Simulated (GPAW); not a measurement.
# Cs2SnI6 (Fm-3m) in GPAW: phonons with PBE

Aim: the phonons of Cs2SnI6 with PBE.

Program: GPAW 26.7.0. These are calculated values, not measurements. Logs are shortened: lines on timing, memory, paths and dates and some standing lists are left out, and cuts for length are marked. The log counts tension as positive stress, the text compression.

**Experimental background.**

From “Changes in charge density vs changes in formal oxidation states: The case of Sn halide perovskites and their ordered vacancy analogues”, 2017, arxiv:1705.01565, for a powder of Cs2SnI6: band gap 1.3 eV (optical).

How close the calculation comes is told below.

### Step 1. The crystal as given

It takes space group Fm-3m (No. 225, cubic). Conventional cell: a = 11.628 Å, b = 11.628 Å, c = 11.628 Å, α = 90.00°, β = 90.00°, γ = 90.00°. Cs (site symmetry -43m) has 12 I at 4.11 Å as nearest neighbours. I (site symmetry 4mm) is surrounded by 1 Sn at 2.85 Å. Sn (site symmetry m-3m) is surrounded by 6 I at 2.85 Å.

### Step 2. Phonons, PBE

run.py

```python
import json
import numpy as np
from ase import Atoms
from ase.constraints import FixSymmetry
from ase.filters import FrechetCellFilter
from ase.io import read, write
from ase.optimize import BFGS
from phonopy import Phonopy
from phonopy.structure.atoms import PhonopyAtoms
from gpaw import GPAW, PW

atoms = read('POSCAR')

calc = GPAW(mode=PW(600),
            xc='PBE',
            kpts={'size': (3, 3, 3), 'gamma': True},
            occupations={'name': 'fermi-dirac', 'width': 0.05},
            nbands=60,
            convergence={'density': 1e-06, 'eigenstates': 1e-09},
            maxiter=150,
            txt='gpaw.txt')
atoms.calc = calc
atoms.set_constraint(FixSymmetry(atoms))
BFGS(FrechetCellFilter(atoms), trajectory='relax.traj', logfile='-').run(fmax=0.005, steps=40)
atoms.set_constraint()
energy = atoms.get_potential_energy()
forces = atoms.get_forces()
stress = atoms.get_stress()
calc.write('gs.gpw')
write('result.traj', atoms)
print('Cell:', atoms.cell.cellpar().round(4))
print(atoms.get_scaled_positions().round(5))

def force_constants(scale):
    unit = PhonopyAtoms(symbols=atoms.get_chemical_symbols(), cell=atoms.cell[:] * scale**(1 / 3),
                        scaled_positions=atoms.get_scaled_positions())
    ph = Phonopy(unit, supercell_matrix=np.diag([1, 1, 1]), primitive_matrix=np.eye(3), symprec=1e-4)
    ph.generate_displacements(distance=0.01)
    forces = []
    for i, sc in enumerate(ph.supercells_with_displacements):
        a = Atoms(sc.symbols, cell=sc.cell, scaled_positions=sc.scaled_positions, pbc=True)
        c = GPAW(mode=PW(510),
                 xc='PBE',
                 kpts={'size': (3, 3, 3), 'gamma': True},
                 occupations={'name': 'fermi-dirac', 'width': 0.05},
                 nbands=60,
                 convergence={'density': 1e-06, 'eigenstates': 1e-09},
                 maxiter=150,
                 txt=f'disp-{scale:.3f}-{i:02d}.txt')
        a.calc = c
        f = a.get_forces()
        forces.append(f - f.mean(axis=0))
        print(f'displacement {i}: drift', f.mean(axis=0).round(5), flush=True)
    ph.forces = forces
    ph.produce_force_constants()
    ph.symmetrize_force_constants()
    return ph

qpoints = [[0.0, 0.0, 0.0]]
results = {}
for scale in [1.0]:
    ph = force_constants(scale)
    ph.run_qpoints(qpoints)
    nu = ph.qpoints.frequencies * 33.35641  # THz to cm^-1
    results[f'{scale:.3f}'] = nu.tolist()
    for qp, f in zip(qpoints, nu):
        print(scale, np.round(qp, 4), f.round(2))
json.dump(results, open('phonons.json', 'w'))
```

POSCAR

```
Cs2SnI6
1.0
    0.0000000000      5.8138000000      5.8138000000
    5.8138000000      0.0000000000      5.8138000000
    5.8138000000      5.8138000000      0.0000000000
Cs I Sn
2 6 1
Direct
    0.7500000000      0.7500000000      0.7500000000
    0.2500000000      0.2500000000      0.2500000000
    0.7546400000      0.7546400000      0.2453600000
    0.2453600000      0.2453600000      0.7546400000
    0.7546400000      0.2453600000      0.7546400000
    0.2453600000      0.7546400000      0.7546400000
    0.2453600000      0.7546400000      0.2453600000
    0.7546400000      0.2453600000      0.2453600000
    0.0000000000      0.0000000000      0.0000000000
```

Potentials or basis: GPAW PAW data sets (gpaw-data 1.2.1), pw.

On the command line:

```sh
$ OMP_NUM_THREADS=1 python run.py
```

gpaw.txt:

```text
__  _  _
 | _ |_)|_||  |
 |__||  | ||/\| - 26.7.0

Input parameters:
  mode=PW(ecut=600.0),
  convergence={'density': 1e-06, 'eigenstates': 1e-09},
  kpts=MonkhorstPack(size=(3, 3, 3), gamma=True),
  maxiter=150,
  nbands=60,
  occupations=Occupations(name='fermi-dirac', width=0.05),
  xc=XC(name='PBE')

Diagonalizing LCAO Hamiltonian
Converting LCAO to pw mode

                                  Cs

                         I
                           I

                  I             I

                       I

                         I
[... 225 lines left out ...]
SCF iterations
|iter     | |      energy | eigst |  dens |
|---------|-|-------------|-------|-------|
|iter:   1| |  -23.293667 | +0.06 |       |
|iter:   2| |  -23.305026 | -1.85 | -1.33 |
|iter:   3| |  -23.013462 | -2.47 | -1.37 |
|iter:   4| |  -22.899128 | -2.63 | -1.63 |
|iter:   5| |  -22.881208 | -3.39 | -2.01 |
|iter:   6| |  -22.880958c| -4.48 | -2.62 |
|iter:   7| |  -22.880984c| -5.39 | -3.21 |
|iter:   8| |  -22.881001c| -6.60 | -3.78 |
|iter:   9| |  -22.881000c| -7.79 | -4.57 |
|iter:  10| |  -22.881001c| -8.71 | -5.15 |
|iter:  11| |  -22.881001c| -9.70c| -5.73 |
|iter:  12| |  -22.881001c|-10.11c| -6.31c|

Converged in 12 steps
Energy contributions relative to reference atoms: (reference = -1752855.620277)

Energy contributions:
  Kinetic:          52.464568
  Coulomb:         -47.915070
  Zero:             -0.222644
  External:          0.000000
  Xc:              -27.203466
  Entropy:          -0.008777
  Spinorbit:         0.000000
  ----------------------------
  Free energy:     -22.885389
  Extrapolated:    -22.881001
[... 70 lines left out ...]
Atoms  # Å, Bohr magnetons
|   | symbol |         x |         y |        z |    initial magnetic moments |
|---|--------|-----------|-----------|----------|-----------------------------|
| 0 |     Cs |  8.726786 |  8.726786 | 8.726786 | ( 0.0000,  0.0000,  0.0000) |
| 1 |     Cs |  2.908929 |  2.908929 | 2.908929 | ( 0.0000,  0.0000,  0.0000) |
| 2 |      I |  5.817857 |  5.817857 | 8.776619 | ( 0.0000,  0.0000,  0.0000) |
| 3 |      I |  5.817857 |  5.817857 | 2.859096 | ( 0.0000,  0.0000,  0.0000) |
| 4 |      I |  5.817857 |  8.776619 | 5.817857 | ( 0.0000,  0.0000,  0.0000) |
| 5 |      I |  8.776619 |  5.817857 | 5.817857 | ( 0.0000,  0.0000,  0.0000) |
| 6 |      I |  5.817857 |  2.859096 | 5.817857 | ( 0.0000,  0.0000,  0.0000) |
| 7 |      I |  2.859096 |  5.817857 | 5.817857 | ( 0.0000,  0.0000,  0.0000) |
| 8 |     Sn | -0.000000 | -0.000000 | 0.000000 | ( 0.0000,  0.0000,  0.0000) |

Unit cell  # Å
| periodic |         x |        y |         z |  lengths |    angles |
|----------|-----------|----------|-----------|----------|-----------|
|      yes | -0.000000 | 5.817857 |  5.817857 | 8.227692 | 60.000000 |
|      yes |  5.817857 | 0.000000 |  5.817857 | 8.227692 | 60.000000 |
|      yes |  5.817857 | 5.817857 | -0.000000 | 8.227692 | 60.000000 |

Number of symmetries: 48
Symmetry operations  # r_c * U_cc + t_c -> r_c
|    | kind |            matrix            |
|----|------|------------------------------|
|  0 |  σ   |  1, 0, 0,  1, 0,-1,  1,-1, 0 |
|  1 |  C2  |  1, 0, 0,  1,-1, 0,  1, 0,-1 |
|  2 |  E   |  1, 0, 0,  0, 1, 0,  0, 0, 1 |
|  3 |  σ   |  1, 0, 0,  0, 0, 1,  0, 1, 0 |
|  4 |  C4  |  1, 0,-1,  1, 0, 0,  1,-1, 0 |
|  5 |  S6  |  1, 0,-1,  1,-1, 0,  1, 0, 0 |
|  6 |  σ   |  1, 0,-1,  0, 1,-1,  0, 0,-1 |
|  7 |  C3  |  1, 0,-1,  0, 0,-1,  0, 1,-1 |
|  8 |  S6  |  1,-1, 0,  1, 0, 0,  1, 0,-1 |
|  9 |  C4  |  1,-1, 0,  1, 0,-1,  1, 0, 0 |
| 10 |  C3  |  1,-1, 0,  0,-1, 1,  0,-1, 0 |
| 11 |  σ   |  1,-1, 0,  0,-1, 0,  0,-1, 1 |
| 12 |  σ   |  0, 1, 0,  1, 0, 0,  0, 0, 1 |
| 13 |  C4  |  0, 1, 0,  0, 1,-1, -1, 1, 0 |
[... 540 lines left out ...]
|         31 |         2.048 |     2.000 |
|         32 |         2.048 |     2.000 |
|         33 |         2.048 |     2.000 |
|         34 |         2.428 |     1.923 |
|         35 |         2.493 |     1.744 |
[... 8 lines left out ...]
|         44 |         7.251 |     0.000 |
|         45 |         7.627 |     0.000 |
|        ... |               |           |
|         59 |        11.026 |     0.000 |

No gap
No difference between direct/indirect transitions

Stress tensor  # eV/Ang^3
|         x |         y |         z |
|-----------|-----------|-----------|
| -0.003860 |  0.000000 |  0.000000 |
|  0.000000 | -0.003860 |  0.000000 |
|  0.000000 |  0.000000 | -0.003860 |

Forces  # eV/Ang
|        x |        y |        z |
|----------|----------|----------|
|  0.00000 |  0.00000 |  0.00000 |  # Cs   0
|  0.00000 |  0.00000 |  0.00000 |  # Cs   1
|  0.00000 | -0.00000 |  0.07790 |  # I    2
| -0.00000 |  0.00000 | -0.07790 |  # I    3
| -0.00000 |  0.07790 | -0.00000 |  # I    4
|  0.07790 | -0.00000 |  0.00000 |  # I    5
|  0.00000 | -0.07790 | -0.00000 |  # I    6
| -0.07790 |  0.00000 | -0.00000 |  # I    7
|  0.00000 |  0.00000 | -0.00000 |  # Sn   8
[... 238 lines left out ...]
SCF iterations
|iter     | |      energy | eigst |  dens |
|---------|-|-------------|-------|-------|
|iter:   1| |  -23.008331 | -2.77 |       |
|iter:   2| |  -22.995455 | -4.29 | -2.03 |
|iter:   3| |  -22.967990 | -3.56 | -2.10 |
|iter:   4| |  -22.967249c| -5.16 | -2.85 |
|iter:   5| |  -22.967057c| -5.75 | -3.24 |
|iter:   6| |  -22.967046c| -6.61 | -3.71 |
|iter:   7| |  -22.967046c| -7.62 | -4.34 |
|iter:   8| |  -22.967046c| -8.78 | -5.02 |
|iter:   9| |  -22.967046c| -9.51c| -5.
[... cut ...]
| 8 |     Sn | -0.000000 | -0.000000 | 0.000000 | ( 0.0000,  0.0000,  0.0000) |

Unit cell  # Å
| periodic |        x |        y |        z |  lengths |    angles |
|----------|----------|----------|----------|----------|-----------|
|      yes | 0.000000 | 6.033861 | 6.033861 | 8.533169 | 60.000000 |
|      yes | 6.033861 | 0.000000 | 6.033861 | 8.533169 | 60.000000 |
|      yes | 6.033861 | 6.033861 | 0.000000 | 8.533169 | 60.000000 |

Number of symmetries: 48
Symmetry operations  # r_c * U_cc + t_c -> r_c
|    | kind |            matrix            |
|----|------|------------------------------|
|  0 |  σ   |  1, 0, 0,  1, 0,-1,  1,-1, 0 |
|  1 |  C2  |  1, 0, 0,  1,-1, 0,  1, 0,-1 |
|  2 |  E   |  1, 0, 0,  0, 1, 0,  0, 0, 1 |
|  3 |  σ   |  1, 0, 0,  0, 0, 1,  0, 1, 0 |
|  4 |  C4  |  1, 0,-1,  1, 0, 0,  1,-1, 0 |
|  5 |  S6  |  1, 0,-1,  1,-1, 0,  1, 0, 0 |
|  6 |  σ   |  1, 0,-1,  0, 1,-1,  0, 0,-1 |
|  7 |  C3  |  1, 0,-1,  0, 0,-1,  0, 1,-1 |
|  8 |  S6  |  1,-1, 0,  1, 0, 0,  1, 0,-1 |
[... 187 lines left out ...]
SCF iterations
|iter     | |      energy | eigst |  dens |
|---------|-|-------------|-------|-------|
|iter:   1| |  -23.519348 | -1.78 |       |
|iter:   2| |  -23.362995 | -3.59 | -1.53 |
|iter:   3| |  -23.051652 | -2.46 | -1.61 |
|iter:   4| |  -23.048171 | -4.18 | -2.53 |
|iter:   5| |  -23.047749c| -5.31 | -2.94 |
|iter:   6| |  -23.047726c| -6.27 | -3.37 |
|iter:   7| |  -23.047726c| -7.50 | -4.07 |
|iter:   8| |  -23.047727c| -8.31 | -4.56 |
|iter:   9| |  -23.047727c| -9.31c| -5.32 |
|iter:  10| |  -23.047727c| -9.31c| -5.94 |
|iter:  11| |  -23.047727c|-10.01c| -6.56c|

Converged in 11 steps
Energy contributions relative to reference atoms: (reference = -1752855.620277)

Energy contributions:
  Kinetic:          34.826795
  Coulomb:         -33.721762
  Zero:             -0.199991
  External:          0.000000
  Xc:              -23.950292
  Entropy:          -0.004952
  Spinorbit:         0.000000
  ----------------------------
  Free energy:     -23.050203
  Extrapolated:    -23.047727
[... 28 lines left out ...]
Gap: 0.276 eV
Transition (v -> c):
  (s=0, k=0, n=36, [0.00, 0.00, 0.00]) -> (s=0, k=0, n=37, [0.00, 0.00, 0.00])
No difference between direct/indirect transitions

Stress tensor  # eV/Ang^3
|         x |        y |         z |
|-----------|----------|-----------|
|  0.000188 | 0.000000 | -0.000000 |
|  0.000000 | 0.000188 |  0.000000 |
| -0.000000 | 0.000000 |  0.000188 |

Forces  # eV/Ang
|        x |        y |        z |
|----------|----------|----------|
|  0.00000 | -0.00000 |  0.00000 |  # Cs   0
| -0.00000 | -0.00000 |  0.00000 |  # Cs   1
|  0.00000 |  0.00000 |  0.00201 |  # I    2
|  0.00000 | -0.00000 | -0.00201 |  # I    3
|  0.00000 |  0.00201 | -0.00000 |  # I    4
|  0.00201 |  0.00000 | -0.00000 |  # I    5
|  0.00000 | -0.00201 | -0.00000 |  # I    6
| -0.00201 |  0.00000 |  0.00000 |  # I    7
|  0.00000 | -0.00000 | -0.00000 |  # Sn   8
[... 306 lines left out ...]
Forces  # eV/Ang
|        x |        y |        z |
|----------|----------|----------|
| -0.00000 | -0.00000 |  0.00000 |  # Cs   0
| -0.00000 | -0.00000 |  0.00000 |  # Cs   1
|  0.00000 |  0.00000 |  0.00087 |  # I    2
| -0.00000 | -0.00000 | -0.00087 |  # I    3
|  0.00000 |  0.00087 |  0.00000 |  # I    4
|  0.00087 | -0.00000 |  0.00000 |  # I    5
|  0.00000 | -0.00087 | -0.00000 |  # I    6
| -0.00087 | -0.00000 |  0.00000 |  # I    7
|  0.00000 |  0.00000 | -0.00000 |  # Sn   8

# Writing to gs.gpw (mode='')
```

Wall time 20 min (1 thread of AMD EPYC 7R13 (Zen 3), shared host); peak memory 1.3 GiB.

What came out:

```yaml
Free_energy: -23.0503 eV
Relaxed_volume: 48.69 Å³/atom
Relaxed_cell: a = 8.526 Å, b = 8.526 Å, c = 8.526 Å, α = 60.00°, β = 60.00°, γ = 60.00°
Space_group_after_relaxing_to_0.05_Å: Fm-3m (No. 225)
Pressure_after_relaxing: 0.0 GPa
Band_gap_on_the_k_mesh: 0.27 eV, direct
Highest_phonon_frequency_at_Γ_LO-TO_splitting_left_out: 150 cm⁻¹
```

Final structure:
```yaml
crystal:
  lattice:
    - [0.00000, 6.02860, 6.02860]
    - [6.02860, 0.00000, 6.02860]
    - [6.02860, 6.02860, 0.00000]
  atoms:
    - { symbol: Cs, position: [0.75000, 0.75000, 0.75000] }
    - { symbol: Cs, position: [0.25000, 0.25000, 0.25000] }
    - { symbol: I, position: [0.75856, 0.75856, 0.24144] }
    - { symbol: I, position: [0.24144, 0.24144, 0.75856] }
    - { symbol: I, position: [0.75856, 0.24144, 0.75856] }
    - { symbol: I, position: [0.24144, 0.75856, 0.75856] }
    - { symbol: I, position: [0.24144, 0.75856, 0.24144] }
    - { symbol: I, position: [0.75856, 0.24144, 0.24144] }
    - { symbol: Sn, position: [0.00000, 0.00000, 0.00000] }
```

Levels at points of the mesh, in eV from the valence-band top:
```tsv
k point	band 33	band 34	band 35	band 36	band 37	band 38	band 39	band 40	band 41	band 42
(0.00, 0.00, 0.00)	-0.44	-0.44	0.00	0.00	0.00	0.27	4.03	4.03	4.03	4.04
```

Phonon frequencies in cm⁻¹ (negative: imaginary):
```tsv
q point	frequencies
(0.000, 0.000, 0.000)	-8 -8 -8 0 0 0 28 28 28 29 29 29 42 42 42 64 64 64 74 74 74 87 87 110 150 150 150
```

Caveat: the cutoff is short for stress and forces, so pressures can be off by a GPa or more; the LO-TO splitting is left out; spin-orbit coupling is left out, which moves the levels of the heavy elements.

### Step 3. Against experiment

Step 2. Against the measured gap of Cs2SnI6, 1.3 eV (optical; powder; “Changes in charge density vs changes in formal oxidation states: The case of Sn halide perovskites and their ordered vacancy analogues”, 2017, arxiv:1705.01565), the calculated 0.27 eV is off by -1.03 eV. So large a miss can be the level of theory's own, or it may mean another phase, state or a wrong row. Spin-orbit coupling on Cs, I, Sn is left out. The value is that of PBE, without temperature or zero-point motion. Semilocal functionals fall short of measured gaps as a rule.
